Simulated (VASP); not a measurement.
# KCl (Fm-3m) in VASP: further runs, part 2 of 2

VASP 6.6.1. Earlier steps stand in the parts before.

### Step 5. Single point, PBEsol

This run uses another cell than the first one, of 31.15 Å³/atom.

Contents of INCAR:

```
ALGO = Normal
EDIFF = 1E-6
ENCUT = 500
GGA = PS
GGA_COMPAT = F
ISIF = 2
ISMEAR = 0
LASPH = T
LCHARG = F
LREAL = F
LWAVE = F
NBANDS = 15
NELM = 120
PREC = Accurate
SIGMA = 0.05
```

Contents of KPOINTS:

```
k-points
0
Gamma
  8 8 8
```

Contents of POSCAR:

```
KCl
1.0
    0.0000000000      3.1464700000      3.1464700000
    3.1464700000      0.0000000000      3.1464700000
    3.1464700000      3.1464700000      0.0000000000
K Cl
1 1
Direct
    0.0000000000      0.0000000000      0.0000000000
    0.5000000000      0.5000000000      0.5000000000
```

The run is started by

```console
cat potpaw_PBE.64/K_sv/POTCAR potpaw_PBE.64/Cl/POTCAR > POTCAR
mpirun -np 1 vasp_std > vasp.out
```

Wall time 31 s (1 thread of Intel Xeon 8259CL, shared host); peak memory 0.18 GiB.

It converged, with:

```
Free energy            : -7.0220 eV
Pressure               : -0.4 GPa
Band gap on the k mesh : 5.02 eV
```

Levels at points of the mesh, in eV from the valence-band top:
```csv
k point,band 6,band 7,band 8,band 9,band 10,band 11
"(0.00, 0.00, 0.00)",0.00,0.00,0.00,5.02,8.29,8.29
"(0.50, 0.00, 0.00)",-1.09,-0.33,-0.33,7.43,8.49,10.48
"(0.50, 0.50, 0.00)",-0.68,-0.23,-0.23,6.40,8.23,9.90
```

Caveat: the PAW data sets were made with another functional, which shifts forces and pressure a little.

### Step 6. Single point, PBEsol (31.64 Å³/atom)

This run uses another cell than the first one, of 31.64 Å³/atom.

Contents of INCAR:

```
SYSTEM = KCl
  ALGO = Normal
  EDIFF = 1E-6
  ENCUT = 500
  GGA = PS
  GGA_COMPAT = .FALSE.
  ISIF = 2
  ISMEAR = 0
  LASPH = .TRUE.
  LCHARG = .FALSE.
  LREAL = .FALSE.
  LWAVE = .FALSE.
  NBANDS = 15
  NELM = 120
  PREC = Accurate
  SIGMA = 0.05
```

Contents of KPOINTS:

```
k-points
0
G
  8 8 8
  0 0 0
```

Contents of POSCAR:

```
KCl
1.0
    0.0000000000      3.1628115595      3.1628115595
    3.1628115595      0.0000000000      3.1628115595
    3.1628115595      3.1628115595      0.0000000000
K Cl
1 1
Direct
    0.0000000000      0.0000000000      0.0000000000
    0.5000000000      0.5000000000      0.5000000000
```

Potentials or basis: VASP PAW PBE potentials, release 64 (K_sv, Cl).

The run is started by

```console
cat potpaw_PBE.64/K_sv/POTCAR potpaw_PBE.64/Cl/POTCAR > POTCAR
mpirun -np 1 vasp_std > vasp.out
```

OUTCAR:

```text
SYSTEM = KCl
   EDIFF = 1E-6
   ENCUT = 500
   GGA = PS
   ISIF = 2
   ISMEAR = 0
   LASPH = .TRUE.
   LREAL = .FALSE.
   NELM = 120
   PREC = Accurate

 ion  position               nearest neighbor table
   1  0.000  0.000  0.000-   2 3.16   2 3.16   2 3.16   2 3.16   2 3.16   2 3.16
   2  0.500  0.500  0.500-   1 3.16   1 3.16   1 3.16   1 3.16   1 3.16   1 3.16

  LATTYP: Found a face centered cubic cell.
 ALAT       =     6.3256231190

  Lattice vectors:

[... 621 lines left out ...]

  FORCE on cell =-STRESS in cart. coord.  units (eV):
  Direction    XX          YY          ZZ          XY          YZ          ZX
  --------------------------------------------------------------------------------------
  -------------------------------------------------------------------------------------
  Total       -0.2496992     -0.2496992     -0.2496992     -0.0000000      0.0000000      0.0000000
  in kB       -6.3223399     -6.3223399     -6.3223399     -0.0000000      0.0000000      0.0000000
  external PRESSURE =      -6.3223399 kB  Pullay stress =       0.0000000 kB

 VOLUME and BASIS-vectors are now :
 -----------------------------------------------------------------------------
  energy-cutoff  :      500.00
  volume of cell :       63.28
      direct lattice vectors                 reciprocal lattice vectors
     0.000000000  3.162811560  3.162811560    -0.158087193  0.158087193  0.158087193
     3.162811560  0.000000000  3.162811560     0.158087193 -0.158087193  0.158087193
     3.162811560  3.162811560  0.000000000     0.158087193  0.158087193 -0.158087193

 POSITION                                       TOTAL-FORCE (eV/Angst)
 -----------------------------------------------------------------------------------
      0.00000      0.00000      0.00000        -0.000000      0.000000      0.000000
      3.16281      3.16281      3.16281         0.000000     -0.000000     -0.000000
 -----------------------------------------------------------------------------------
    total drift:                                0.000000      0.000000      0.000000

  FREE ENERGIE OF THE ION-ELECTRON SYSTEM (eV)
  ---------------------------------------------------
  free  energy   TOTEN  =        -7.0191689324 eV

  energy  without entropy=       -7.0191689324  energy(sigma->0) =       -7.01916893
```

Run time: 49 s. Hardware: 1 thread of Intel Xeon 8259CL, shared host; peak memory 0.21 GiB.

Results:

```yaml
Free_energy: -7.0192 eV
Pressure: -0.6 GPa
Band_gap_on_the_k_mesh: 4.97 eV
```

Caveat: the PAW data sets were made with another functional, which shifts forces and pressure a little.

### Step 7. The runs side by side

```csv
cell,gap on the mesh (eV),pressure (GPa)
"a = 4.355 Å, angles 60.0°, 2 atoms",5.23,0.9
"a = 4.444 Å, angles 60.0°, 2 atoms",5.03,-0.3
"a = 4.415 Å, angles 60.0°, 2 atoms",5.10,0.0
"a = 4.450 Å, angles 60.0°, 2 atoms",5.02,-0.4
"a = 4.473 Å, angles 60.0°, 2 atoms",4.97,-0.6
```

Alike in all rows: task single point; level PBEsol; potentials or basis VASP PAW PBE potentials, release 64 (K_sv, Cl); no spin polarisation; k mesh 8 × 8 × 8; cutoff (eV) 500; smearing gaussian 0.05 eV.

Caveats: the PAW data sets were made with another functional, which shifts forces and pressure a little.

Absolute energies hang on the potentials; compare differences alone.

### Step 8. Against experiment

Step 2. A measured gap of KCl is 8.68 eV (a printed reference work, monograph); the calculated 5.23 eV misses it by -3.45 eV. The value is that of PBEsol on a finite k mesh, which can miss the band edges, without temperature or zero-point motion. Semilocal functionals fall short of measured gaps as a rule.

Step 3. Against the measured gap of KCl, 8.68 eV (a printed reference work, monograph), the calculated 5.03 eV is off by -3.65 eV. The value is that of PBEsol on a finite k mesh, which can miss the band edges, without temperature or zero-point motion. Semilocal functionals fall short of measured gaps as a rule.

Step 4. A measured gap of KCl is 8.68 eV (a printed reference work, monograph); the calculated 5.10 eV misses it by -3.58 eV. The value is that of PBEsol on a finite k mesh, which can miss the band edges, without temperature or zero-point motion. Semilocal functionals fall short of measured gaps as a rule.

Step 5. Measured gap of KCl: 8.68 eV (a printed reference work, monograph). This calculation gives 5.02 eV (-3.66 eV). The value is that of PBEsol on a finite k mesh, which can miss the band edges, without temperature or zero-point motion. Semilocal functionals fall short of measured gaps as a rule.

Step 6. Measured gap of KCl: 8.68 eV (a printed reference work, monograph). This calculation gives 4.97 eV (-3.71 eV). The value is that of PBEsol on a finite k mesh, which can miss the band edges, without temperature or zero-point motion. Semilocal functionals fall short of measured gaps as a rule.
